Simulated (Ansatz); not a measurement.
Crystal: Li.

```
CELL_PARAMETERS angstrom
-1.75465 1.75465 1.75465
1.75465 -1.75465 1.75465
1.75465 1.75465 -1.75465
ATOMIC_POSITIONS crystal
Li 0.00000 0.00000 0.00000
```

Base run:

| Quantity | Value |
| --- | --- |
| Program | Ansatz 0.2.0 |
| Functional | revPBE |
| Potentials or basis | all-electron LAPW, scalar-relativistic |
| Cutoff | 66 eV |
| Density cutoff | 265 eV |
| Basis error allowed | 0.001 eV/atom |
| k mesh | 11 × 11 × 11 |
| Occupations | fermi-dirac, width 0.05 eV |
| Spin | no spin polarisation |

Its results: pressure -0.3 GPa.

Task: The run is repeated on the same cell with these changes: functional from revPBE to LDA. What comes out?

Result: Pressure -1.6 GPa.

LDA binds more tightly than revPBE, so the same cell stands under less pressure.

Not every run made on this cell is shown here.
